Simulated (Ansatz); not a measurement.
The system is Ca.

```
Ca
1.0
     0.00000    2.79420    2.79420
     2.79420    0.00000    2.79420
     2.79420    2.79420    0.00000
Ca
1
Direct
  0.00000 0.00000 0.00000
```

* Program: Ansatz 0.2.0
* Task: relaxation of cell and atoms
* Functional: PBE
* Dispersion: D3(BJ)
* Potentials or basis: Ansatz PAW
* Cutoff: 420 eV (not typed: the program's choice for these potentials)
* k mesh: 8 × 8 × 8
* Occupations: fermi-dirac, width 0.05 eV
* Spin: no spin polarisation

At the start: volume 43.63 Å³/atom.

Question: How do energy, volume and symmetry change on relaxing?

Answer: It ends after 5 steps and the volume is 40.12 Å³/atom (-8.1 %); space group Fm-3m (No. 225, to 0.05 Å).

Step by step:
```csv
step,energy change (eV),largest force (eV/Å),volume (Å³)
1,0.0000,0.0000,43.63
2,-0.0103,0.0000,42.14
3,-0.0158,0.0000,39.91
4,-0.0159,0.0000,40.12
5,-0.0157,0.0000,40.12
```

Final structure:
```cif
data_structure
_symmetry_space_group_name_H-M 'P 1'
_symmetry_Int_Tables_number 1
_cell_length_a 3.8425
_cell_length_b 3.8425
_cell_length_c 3.8425
_cell_angle_alpha 60.000
_cell_angle_beta 60.000
_cell_angle_gamma 60.000
_cell_volume 40.12
loop_
_atom_site_label
_atom_site_type_symbol
_atom_site_fract_x
_atom_site_fract_y
_atom_site_fract_z
_atom_site_occupancy
Ca1 Ca 0.00000 0.00000 0.00000 1
```

Caveat: the plane-wave basis is chosen anew once the cell has moved, so the energies of steps on either side of that aren't comparable; pairwise dispersion overbinds metals, which lowers pressure and volume.
